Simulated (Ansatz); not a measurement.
# A defect in a wire: armchair graphene nanoribbon (N = 7, H edges), Stone-Wales bond rotation

What does the defect do to the conductance?

Main program and level: Ansatz 0.2.0; DFT PBE, plane waves, PAW; relaxation of a wire's period, in the first sound run; inputs show where later runs differ.

## 1. The structure

The cell holds 18 atoms: 14 C and 4 H. Its edges and angles: a = 16.232 Å, b = 7.000 Å, c = 4.260 Å, α = 90.0°, β = 90.0°, γ = 90.0°. Vacuum lies along a and b. The structure's axis is c.

## 2. The relaxed wire

Band widths follow the bond lengths, so the wire is relaxed first. The atoms and the third cell vector are free; the box across stays fixed as vacuum. A Fermi-Dirac smearing is set since the result may be a metal. The pressure printed is a third of the stress's trace over the whole box, vacuum included; only the stress along the axis is relaxed.

The input, input.yaml:

```yaml
crystal:
  lattice:
    - [16.232, 0.0, 0.0]
    - [0.0, 7.0, 0.0]
    - [0.0, 0.0, 4.26]
  atoms:
    - { symbol: C, position: [0.272711137, 0.5, 0.0] }
    - { symbol: C, position: [0.424233571, 0.5, 0.0] }
    - { symbol: C, position: [0.575756005, 0.5, 0.0] }
    - { symbol: C, position: [0.727278439, 0.5, 0.0] }
    - { symbol: C, position: [0.272711137, 0.5, 0.333333333] }
    - { symbol: C, position: [0.424233571, 0.5, 0.333333333] }
    - { symbol: C, position: [0.575756005, 0.5, 0.333333333] }
    - { symbol: C, position: [0.727278439, 0.5, 0.333333333] }
    - { symbol: H, position: [0.21562346, 0.5, 0.458920188] }
    - { symbol: H, position: [0.784366117, 0.5, 0.458920188] }
    - { symbol: C, position: [0.348472354, 0.5, 0.5] }
    - { symbol: C, position: [0.499994788, 0.5, 0.5] }
    - { symbol: C, position: [0.651517222, 0.5, 0.5] }
    - { symbol: C, position: [0.348472354, 0.5, 0.833333333] }
    - { symbol: C, position: [0.499994788, 0.5, 0.833333333] }
    - { symbol: C, position: [0.651517222, 0.5, 0.833333333] }
    - { symbol: H, position: [0.21562346, 0.5, 0.874413146] }
    - { symbol: H, position: [0.784366117, 0.5, 0.874413146] }
kpoints:
  mp_grid: { grid: [1, 1, 19] }
scf:
  occupations: { method: fermi_dirac, width: 0.05 }
hamiltonian:
  xc: pbe
relax:
  cell: { fix: [a, b, alpha, beta, gamma] }
  max_steps: 60
```

Run with:

```console
$ ansatz run input.yaml --threads 4 --pin off --max-ram 16384MiB --backend cpu --events-out ev --progress --plain --runs-dir out
```

Numbers of over 12 decimals in the logs are rounded to 6 here.

The program printed:

```text
Engine: ansatz 0.2.0, aarch64-unknown-linux-gnu
Pseudopotentials: kind: paw
Pseudopotential: C, paw, valence charge 4, recommended cutoff 420 eV (normal), C.paw.azcp
Pseudopotential: H, paw, valence charge 1, recommended cutoff 420 eV (normal), H.paw.azcp
Functional definition: PBE
  parameter kappa = 0.804
  parameter beta = 0.066725
  exchange = pbe_x(kappa = kappa, mu = beta*pi^2/3)
  correlation = pbe_c(beta = beta)
Crystal: 18 atoms, lattice volume = 484.038 Å³
Basis set: ecut = 420 eV, 9487 PW (Γ), exchange–correlation on 240×96×60 points (8 copies of the dense FFT grid, shifted against one another)
Bands: 48, of which v1, the nominal top of the filled ones, is band 30 counted from 1 (29 counted from 0)
Symmetry: 8 space group operations
Space group: Pmmm (ITA 47), of the structure as read, at distance tolerance 7.9e-5 Å
k-points: 10 of 19
Non-local potential: C, projectors of the file, l = 0: 2, l = 1: 2, l = 2: 1
Non-local potential: H, projectors of the file, l = 0: 2, l = 1: 1
PAW form: soft (Blöchl's): semilocal exchange-correlation on the pseudo side does not see the compensation charge
PAW one-centre angular grid: C, 110 points (default); XC on 64 Gauss nodes
PAW one-centre angular grid: H, 110 points (default); XC on 64 Gauss nodes
Initial density: superposition of atomic densities (neutral atoms: chi_scale 0, normalization atom), corrected by the library's trained network
Initial wavefunctions: pseudopotential atomic-orbital guess
Functional: x = pbe(κ = 0.804, μ = 0.219515), c = pbe(β = 0.066725)
SCF iter   1: F=—  HF=-3576.224013 eV  |F-HF|=—  |Δ(HF+E_count)|=         —  Δρ=2.51e-3  dr2=1.14e-1  ethr=1.77e-3  ⟨swp⟩=8.6  Hψ=2666  notcnv=0  defer=90
preconditioner: auto → Resta (q_TF=auto, 1.927 Å⁻¹)  ε∞=1.9  [insulator: Δε(μ)=1.483 eV  Ē_g=14.134 eV  σ=0.050 eV  W_gap=1.00  n_scr=66 (ndim 8)  ℏωp=13.1 eV  f_vac=0.631  D(μ)=0.00/eV (n_scr^D=0)  ε∞_Penn≈1.9  vacuum switching on, ρ_ref=1.4e-2 e/Å³]
SCF iter   2: F=—  HF=-3576.205329 eV  |F-HF|=—  |Δ(HF+E_count)|=   1.87e-2  Δρ=2.06e-3  dr2=3.91e-2  ethr=1.90e-4  ⟨swp⟩=2.4  Hψ=781  notcnv=0  defer=109
SCF iter   3: F=—  HF=-3576.199003 eV  |F-HF|=—  |Δ(HF+E_count)|=   6.33e-3  Δρ=9.06e-4  dr2=4.69e-3  ethr=6.51e-5  ⟨swp⟩=2.0  Hψ=631  notcnv=0  defer=109
SCF iter   4: F=—  HF=-3576.199482 eV  |F-HF|=—  |Δ(HF+E_count)|=   4.78e-4  Δρ=2.94e-4  dr2=4.41e-4  ethr=7.82e-6  ⟨swp⟩=2.7  Hψ=712  notcnv=0  defer=109
SCF iter   5: F=—  HF=-3576.199823 eV  |F-HF|=—  |Δ(HF+E_count)|=   3.42e-4  Δρ=8.18e-5  dr2=2.83e-5  ethr=7.35e-7  ⟨swp⟩=2.0  Hψ=678  notcnv=0  defer=109
SCF iter   6: F=—  HF=-3576.199915 eV  |F-HF|=—  |Δ(HF+E_count)|=   9.15e-5  Δρ=2.42e-5  dr2=2.10e-6  ethr=4.72e-8  ⟨swp⟩=2.0  Hψ=768  notcnv=0  defer=109
SCF iter   7: F=-3576.199915 eV  HF=-3576.199915 eV  |F-HF|=1.32e-7  |Δ(HF+E_count)|=   5.18e-7  Δρ=5.14e-6  dr2=8.91e-8  ethr=1.67e-10  ⟨swp⟩=3.5  Hψ=1788  notcnv=0
SCF 1 converged in 7 iterations: F = -3576.199915 eV  dr2 = 8.91e-8
  greatest PAW one-centre occupation: 0.674 electrons in one spin orbital (limit 2), on the C atom at site 6 (counted from 0), in its partial waves of l = 0
relax step   1: F+E_penalty+E_count = -3576.19991546 eV  Δ(F+E_penalty+E_count) = +0.000e0 eV  max|allowed force component| = 2.461e0 eV/Å  Δτ_max = 0.0000 Å  P = +0.466 GPa  Ω = 484.038 Å³  fix = [a, b, alpha, beta, gamma]  reactions: a +0.483, b +0.101 GPa  (7 SCF iters, dr2 threshold 1.00e-7 eV, accepted)
Crystal: 18 atoms, lattice volume = 487.941 Å³
Basis set: ecut = 420 eV, 9563 PW (Γ), exchange–correlation on 240×96×60 points (8 copies of the dense FFT grid, shifted against one another)
Initial density: handed on by an earlier stage of this run
Initial wavefunctions: those handed on with the density
iter 1 solved again at ethr=1.38e-4 eV; its pass at ethr=3.10e-3 eV (dr2=8.30e-2 eV) is discarded
SCF iter   1: F=—  HF=-3576.423690 eV  |F-HF|=—  |Δ(HF+E_count)|=         —  Δρ=4.88e-3  dr2=8.74e-2  ethr=1.38e-4  ⟨swp⟩=5.1  Hψ=2041  notcnv=0
preconditioner: auto → Resta (q_TF=auto, 1.924 Å⁻¹)  ε∞=1.9  [insulator: Δε(μ)=1.531 eV  Ē_g=13.807 eV  σ=0.050 eV  W_gap=1.00  n_scr=66 (ndim 8)  ℏωp=13.0 eV  f_vac=0.636  D(μ)=0.00/eV (n_scr^D=0)  ε∞_Penn≈1.9  vacuum switching on, ρ_ref=1.4e-2 e/Å³]
SCF iter   2: F=—  HF=-3576.403784 eV  |F-HF|=—  |Δ(HF+E_count)|=   1.99e-2  Δρ=2.05e-3  dr2=1.44e-2  ethr=1.38e-4  ⟨swp⟩=2.1  Hψ=871  notcnv=0
SCF iter   3: F=—  HF=-3576.402610 eV  |F-HF|=—  |Δ(HF+E_count)|=   1.17e-3  Δρ=9.34e-4  dr2=4.34e-3  ethr=2.40e-5  ⟨swp⟩=2.1  Hψ=731  notcnv=0
SCF iter   4: F=—  HF=-3576.402200 eV  |F-HF|=—  |Δ(HF+E_count)|=   4.10e-4  Δρ=3.10e-4  dr2=3.57e-4  ethr=7.23e-6  ⟨swp⟩=2.2  Hψ=660  notcnv=0
SCF iter   5: F=—  HF=-3576.402300 eV  |F-HF|=—  |Δ(HF+E_count)|=   1.00e-4  Δρ=9.24e-5  dr2=2.85e-5  ethr=5.95e-7  ⟨swp⟩=2.0  Hψ=670  notcnv=0
SCF iter   6: F=-3576.402308 eV  HF=-3576.402307 eV  |F-HF|=6.32e-7  |Δ(HF+E_count)|=   6.98e-6  Δρ=2.01e-5  dr2=1.46e-6  ethr=3.00e-9  ⟨swp⟩=3.7  Hψ=1892  notcnv=0
SCF 2 converged in 6 iterations: F = -3576.402308 eV  dr2 = 1.46e-6
  greatest PAW one-centre occupation: 0.676 electrons in one spin orbital (limit 2), on the C atom at site 7 (counted from 0), in its partial waves of l = 0
relax step   2: F+E_penalty+E_count = -3576.40230767 eV  Δ(F+E_penalty+E_count) = -2.024e-1 eV  max|allowed force component| = 7.561e-1 eV/Å  Δτ_max = 0.0478 Å  P = +0.131 GPa  Ω = 487.941 Å³  energy of the carried Pulay correction = -3.796e-3 eV  fix = [a, b, alpha, beta, gamma]  reactions: a +0.355, b +0.092 GPa  (6 SCF iters, dr2 threshold 1.80e-6 eV, accepted)
Crystal: 18 atoms, lattice volume = 488.432 Å³
Basis set: ecut = 420 eV, 9567 PW (Γ), exchange–correlation on 240×96×60 points (8 copies of the dense FFT grid, shifted against one another)
iter 1 solved again at ethr=1.83e-5 eV; its pass at ethr=3.10e-3 eV (dr2=1.10e-2 eV) is discarded
SCF iter   1: F=—  HF=-3576.422224 eV  |F-HF|=—  |Δ(HF+E_count)|=         —  Δρ=1.77e-3  dr2=1.14e-2  ethr=1.83e-5  ⟨swp⟩=2.9  Hψ=1871  notcnv=0
preconditioner: auto → Resta (q_TF=auto, 1.924 Å⁻¹)  ε∞=1.9  [insulator: Δε(μ)=1.587 eV  Ē_g=13.809 eV  σ=0.050 eV  W_gap=1.00  n_scr=66 (ndim 8)  ℏωp=13.0 eV  f_vac=0.635  D(μ)=0.00/eV (n_scr^D=0)  ε∞_Penn≈1.9  vacuum switching on, ρ_ref=1.4e-2 e/Å³]
SCF iter   2: F=—  HF=-3576.419409 eV  |F-HF|=—  |Δ(HF+E_count)|=   2.82e-3  Δρ=7.48e-4  dr2=2.13e-3  ethr=1.83e-5  ⟨swp⟩=2.0  Hψ=681  notcnv=0
SCF iter   3: F=—  HF=-3576.419141 eV  |F-HF|=—  |Δ(HF+E_count)|=   2.68e-4  Δρ=3.63e-4  dr2=6.83e-4  ethr=3.55e-6  ⟨swp⟩=2.0  Hψ=670  notcnv=0
SCF iter   4: F=—  HF=-3576.419134 eV  |F-HF|=—  |Δ(HF+E_count)|=   6.85e-6  Δρ=9.03e-5  dr2=2.73e-5  ethr=1.14e-6  ⟨swp⟩=2.1  Hψ=633  notcnv=0
SCF iter   5: F=—  HF=-3576.419137 eV  |F-HF|=—  |Δ(HF+E_count)|=   2.81e-6  Δρ=2.77e-5  dr2=3.28e-6  ethr=4.56e-8  ⟨swp⟩=2.1  Hψ=744  notcnv=0
SCF iter   6: F=-3576.419137 eV  HF=-3576.419137 eV  |F-HF|=4.22e-8  |Δ(HF+E_count)|=   2.15e-7  Δρ=7.21e-6  dr2=1.70e-7  ethr=3.00e-9  ⟨swp⟩=5.0  Hψ=1546  notcnv=0
SCF 3 converged in 6 iterations: F = -3576.419137 eV  dr2 = 1.70e-7
  greatest PAW one-centre occupation: 0.678 electrons in one spin orbital (limit 2), on the C atom at site 7 (counted from 0), in its partial waves of l = 0
relax step   3: F+E_penalty+E_count = -3576.41913715 eV  Δ(F+E_penalty+E_count) = -1.683e-2 eV  max|allowed force component| = 5.946e-2 eV/Å  Δτ_max = 0.0148 Å  P = +0.068 GPa  Ω = 488.432 Å³  energy of the carried Pulay correction = -4.272e-3 eV  fix = [a, b, alpha, beta, gamma]  reactions: a -0.023, b +0.090 GPa  (6 SCF iters, dr2 threshold 1.80e-6 eV, accepted)
[...]
relax step   4: F+E_penalty+E_count = -3576.41926857 eV  Δ(F+E_penalty+E_count) = -1.314e-4 eV  max|allowed force component| = 1.199e-2 eV/Å  Δτ_max = 0.0021 Å  P = +0.026 GPa  Ω = 488.586 Å³  energy of the carried Pulay correction = -4.421e-3 eV  fix = [a, b, alpha, beta, gamma]  reactions: a -0.008, b +0.090 GPa  (5 SCF iters, dr2 threshold 2.21e-7 eV, accepted)
[...]
relax step   5: F+E_penalty+E_count = -3576.41929010 eV  Δ(F+E_penalty+E_count) = -2.153e-5 eV  max|allowed force component| = 1.770e-2 eV/Å  Δτ_max = 0.0023 Å  P = +0.042 GPa  Ω = 488.547 Å³  energy of the carried Pulay correction = -4.383e-3 eV  fix = [a, b, alpha, beta, gamma]  (6 SCF iters, dr2 threshold 8.99e-9 eV, rejected (line search))
[...]
relax step   6: F+E_penalty+E_count = -3576.41931178 eV  Δ(F+E_penalty+E_count) = -4.321e-5 eV  max|allowed force component| = 1.084e-3 eV/Å  Δτ_max = 0.0009 Å  P = +0.031 GPa  Ω = 488.563 Å³  energy of the carried Pulay correction = -4.399e-3 eV  fix = [a, b, alpha, beta, gamma]  reactions: a +0.000, b +0.090 GPa  (7 SCF iters, accepted)
Initial wavefunctions: pseudopotential atomic-orbital guess (no wavefunctions were taken with the density)
iter 1 solved again at ethr=3.58e-7 eV; its pass at ethr=3.10e-3 eV (dr2=2.15e-4 eV) is discarded
SCF iter   1: F=—  HF=-3576.423058 eV  |F-HF|=—  |Δ(HF+E_count)|=         —  Δρ=5.29e-5  dr2=1.01e-6  ethr=3.58e-7  ⟨swp⟩=9.8  Hψ=5346  notcnv=0  defer=2
preconditioner: auto → Resta (q_TF=auto, 1.924 Å⁻¹)  ε∞=1.9  [insulator: Δε(μ)=1.572 eV  Ē_g=13.816 eV  σ=0.050 eV  W_gap=1.00  n_scr=66 (ndim 8)  ℏωp=13.0 eV  f_vac=0.635  D(μ)=0.00/eV (n_scr^D=0)  ε∞_Penn≈1.9  vacuum switching on, ρ_ref=1.4e-2 e/Å³]
SCF iter   2: F=—  HF=-3576.423660 eV  |F-HF|=—  |Δ(HF+E_count)|=   6.02e-4  Δρ=2.67e-5  dr2=2.49e-7  ethr=1.69e-9  ⟨swp⟩=3.2  Hψ=957  notcnv=0  defer=3
SCF iter   3: F=—  HF=-3576.423928 eV  |F-HF|=—  |Δ(HF+E_count)|=   2.68e-4  Δρ=3.16e-6  dr2=2.65e-8  ethr=4.15e-10  ⟨swp⟩=2.3  Hψ=799  notcnv=0  defer=3
SCF iter   4: F=—  HF=-3576.423933 eV  |F-HF|=—  |Δ(HF+E_count)|=   4.77e-6  Δρ=7.49e-7  dr2=4.97e-9  ethr=4.42e-11  ⟨swp⟩=2.1  Hψ=665  notcnv=0  defer=3
SCF iter   5: F=—  HF=-3576.423933 eV  |F-HF|=—  |Δ(HF+E_count)|=   1.65e-8  Δρ=4.31e-7  dr2=7.76e-10  ethr=8.29e-12  ⟨swp⟩=2.1  Hψ=594  notcnv=0  defer=3
SCF iter   6: F=-3576.423933 eV  HF=-3576.423933 eV  |F-HF|=2.65e-10  |Δ(HF+E_count)|=   3.36e-9  Δρ=1.11e-7  dr2=6.87e-11  ethr=1.00e-12  ⟨swp⟩=5.0  Hψ=1617  notcnv=0
SCF 7 converged in 6 iterations: F = -3576.423933 eV  dr2 = 6.87e-11
relax step   7: F+E_penalty+E_count = -3576.42393294 eV  Δ(F+E_penalty+E_count) = -4.621e-3 eV  max|allowed force component| = 7.418e-4 eV/Å  Δτ_max = 0.0000 Å  P = +0.042 GPa  Ω = 488.563 Å³  fix = [a, b, alpha, beta, gamma]  reactions: a -0.002, b +0.111 GPa  stress off target by 1.68e-2 GPa on what of the cell is left free  SCF on the basis re-selected at this cell (its energy is not comparable with the rows above)  (6 SCF iters)
basis re-selected at this cell: Δ(F+E_penalty+E_count) = -4.621e-3 eV, ΔP = +0.011 GPa vs the last step (what re-selecting the basis moved, of the pressure what is left beyond the Pulay correction that the steps carried, after the strain that the cell walked since its last selection, with what the two solves' SCF thresholds leave and, on support functions, any second-order correction that the steps lacked; it is no m [...]
SCF converged after 6 iterations
Free energy (F): -3576.423933 eV
Harris-Foulkes:  -3576.423933 eV  (|F-HF|=2.65e-10)
Internal energy: -3576.423933 eV  (E = F + TS)
E sigma→0 (E₀):  -3576.423933 eV
Entropy (-TS):   -0.000000 eV (-0.000 meV/atom)
Fermi energy:    -0.951112 eV
--- Per-component energies (eV) ---
  E_band       = -588.751688
  E_kinetic    = 1323.774171
  E_local      = -11632.444918  (includes V_loc(G=0)·N_el)
  E_nonlocal   = 389.269068
  E_hartree    = 5152.218326
  E_xc         = -706.310600
  E_vxc        = -875.886982  (∫ρ·V_xc dr)
  E_paw        = -1392.964600  (= ΣΔE_a)
  E_vpaw       = -97.894542  (= ΣTr[D̂ρ^β])
  E_aug_tail   = -0.005464  (compensation charges beyond the density's cutoff)
  E_ewald      = 3290.040085
  E_smearing   = -0.000000  (= −TS)
  E_closure    = 0.000000  (closes the sum)
  Σ components = -3576.423933   (vs F -3576.423933, Δ=0.00e0)
--- Forces (eV/Å), atoms counted from 1 ---
  atom   1  C     -0.00053506     0.00000000    -0.00025331
  atom   2  C      0.00020197    -0.00000000    -0.00074180
  atom   3  C     -0.00020197     0.00000000    -0.00074180
  atom   4  C      0.00053506     0.00000000    -0.00025331
  atom   5  C     -0.00053506    -0.00000000     0.00025331
  atom   6  C      0.00020197     0.00000000     0.00074180
  atom   7  C     -0.00020197     0.00000000     0.00074180
  atom   8  C      0.00053506    -0.00000000     0.00025331
  atom   9  H      0.00035036    -0.00000000     0.00000669
  atom  10  H     -0.00035036     0.00000000     0.00000669
  atom  11  C      0.00033256    -0.00000000    -0.00018573
  atom  12  C      0.00000000     0.00000000     0.00036464
  atom  13  C     -0.00033256    -0.00000000    -0.00018573
  atom  14  C      0.00033256    -0.00000000     0.00018573
  atom  15  C      0.00000000     0.00000000    -0.00036464
  atom  16  C     -0.00033256    -0.00000000     0.00018573
  atom  17  H      0.00035036     0.00000000    -0.00000669
  atom  18  H     -0.00035036     0.00000000    -0.00000669
  max |Σ_I F_I| component: 4.34e-19 eV/Å
--- Stress (GPa, compression-positive) ---
       -0.002133       0.000000       0.000000
        0.000000       0.111121       0.000000
        0.000000       0.000000       0.016830
  P = ⅓ Tr σ = 0.0419 GPa (0.419 kbar)
--- Relaxed structure (6 steps of the walk, 5 accepted, 1 SCFs on fresh bases) ---
  F+E_penalty+E_count = -3576.42393294 eV   max|allowed force component| = 7.418e-4 eV/Å   (the final SCF, on the basis selected at the relaxed cell)
  cell:  # Å, volume = 488.5629 Å³
    - [16.232, 0.0, 0.0]
    - [0.0, 7.0, 0.0]
    - [0.0, 0.0, 4.299821]
  atoms:
    - { symbol: C, position: [0.273844, 0.5, 0.00736706] }
    - { symbol: C, position: [0.423836, 0.5, -0.00025673] }
    - { symbol: C, position: [0.576164, 0.5, -0.00025673] }
    - { symbol: C, position: [0.726156, 0.5, 0.00736706] }
    - { symbol: C, position: [0.273844, 0.5, 0.325966] }
    - { symbol: C, position: [0.423836, 0.5, 0.333590] }
    - { symbol: C, position: [0.576164, 0.5, 0.333590] }
    - { symbol: C, position: [0.726156, 0.5, 0.325966] }
    - { symbol: H, position: [0.214811, 0.5, 0.445614] }
    - { symbol: H, position: [0.785189, 0.5, 0.445614] }
    - { symbol: C, position: [0.348110, 0.5, 0.499145] }
    - { symbol: C, position: [0.5, 0.5, 0.501347] }
    - { symbol: C, position: [0.651890, 0.5, 0.499145] }
    - { symbol: C, position: [0.348110, 0.5, 0.834188] }
    - { symbol: C, position: [0.5, 0.5, 0.831986] }
    - { symbol: C, position: [0.651890, 0.5, 0.834188] }
    - { symbol: H, position: [0.214811, 0.5, 0.887720] }
    - { symbol: H, position: [0.785189, 0.5, 0.887720] }
```

It took 19 s on 4 threads of Arm Neoverse V2, shared host; peak memory 0.97 GiB.

Step by step:

| step | energy less that of the first step (eV) | largest force component (eV/Å) | pressure (GPa) | volume (Å³) |
| --- | --- | --- | --- | --- |
| 1 | 0.0000 | 2.4610 | 0.47 | 484.04 |
| 2 | -0.2024 | 0.7561 | 0.13 | 487.94 |
| 3 | -0.2192 | 0.0595 | 0.07 | 488.43 |
| 4 | -0.2194 | 0.0120 | 0.03 | 488.59 |
| 5 | -0.2194 | 0.0177 | 0.04 | 488.55 |
| 6 | -0.2194 | 0.0011 | 0.03 | 488.56 |
| 7* | -0.2240 | 0.0007 | 0.04 | 488.56 |

Relaxation steps marked * repeat the geometry before them on a plane-wave basis chosen anew for their cell, so energy and pressure can jump there. Relaxation step 5 was tried and not accepted.

The run keeps the 8 symmetry operations that it works with, so distortions that break them were not tested.

| cell as run | before | after | change |
| --- | --- | --- | --- |
| c (Å) | 4.260 | 4.300 | +0.9 % |

The atoms that moved most (Å, along periodic axes as changes of fractional coordinates times the final cell, across vacuum about the mean position):

| atom | dx | dy | dz | length |
| --- | --- | --- | --- | --- |
| H9 | -0.013 | 0.000 | -0.057 | 0.059 |
| H10 | 0.013 | 0.000 | -0.057 | 0.059 |
| H17 | -0.013 | 0.000 | 0.057 | 0.059 |
| H18 | 0.013 | 0.000 | 0.057 | 0.059 |
| C1 | 0.018 | 0.000 | 0.032 | 0.037 |
| C5 | 0.018 | 0.000 | -0.032 | 0.037 |
| C4 | -0.018 | 0.000 | 0.032 | 0.037 |
| C8 | -0.018 | 0.000 | -0.032 | 0.037 |

Numbers from this step:

```
cell length along the wire : 4.300 Å
```

The cell's length comes to 4.300 Å with spin left out.

[end of part 1 of 4]

[Logs are printed without paths, hosts, clocks, repeated set-up lines and the standing remarks that a program may print on its own settings, such as how far it seeks lower states.]

[Hosts, paths, dates, database ids (printed as entryN), source tags and the programs' standing remarks are cut or masked in the printed files.]
